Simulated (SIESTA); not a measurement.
Au under changes of volume

One of the cells (17.651 Å³/atom); the others are scaled copies at fixed shape and fractional positions:

```xyz
2
Lattice="1.4113 -2.5559 0.0000 1.4113 2.5559 0.0000 0.0000 0.0000 4.8932" Properties=species:S:1:pos:R:3 pbc="T T T"
Au    1.4113    0.8451    1.2233
Au    1.4113   -0.8451    3.6699
```

This isn't the form of Au at room conditions, which is fcc.

| Quantity | Value |
| --- | --- |
| Program | SIESTA 5.4.2 |
| Functional | PBEsol |
| Potentials or basis | PseudoDojo 0.4 standard (PBEsol files) |
| Basis | DZP (energy shift 0.003 Ry; two zetas on semicore shells) |
| Grid cutoff | 800 Ry |
| Energy shift | 0.003 Ry |
| k mesh | 11 × 11 × 6 |
| Occupations | fermi-dirac, width 0.05 eV |
| Spin | no spin polarisation |

```csv
volume (Å³/atom),energy over the lowest point (meV/atom),pressure (GPa),largest force (eV/Å)
16.592,12.99,7.0,0.067
16.945,2.29,2.9,0.056
17.298,0.00,-0.7,0.056
17.651,5.22,-3.9,0.041
18.004,16.85,-6.6,0.029
18.357,?,?,?
18.710,56.48,-11.2,0.022
```

What does the run at 18.357 Å³/atom give?

Energy over the lowest point 34.12 meV/atom; pressure -9.1 GPa; largest force 0.031 eV/Å.

Worked out: A Birch-Murnaghan fit of order 3 (a polynomial in V^(-2/3)) to the other rows has its minimum at 17.22 Å³/atom with B0 = V·E''(V) = 169 GPa and B' = 5.5 at fixed shape and positions, which overstates the stiffness. It gives 34.19 meV/atom at 18.357 Å³/atom, against the run's 34.12, and -dE/dV = -9.0 GPa, against -9.1.

Energies are extrapolated to zero smearing.

Caveats: short orbitals over semicore shells can move pressures by several GPa; the basis of atomic orbitals isn't converged, which shifts pressures, moduli and gaps.
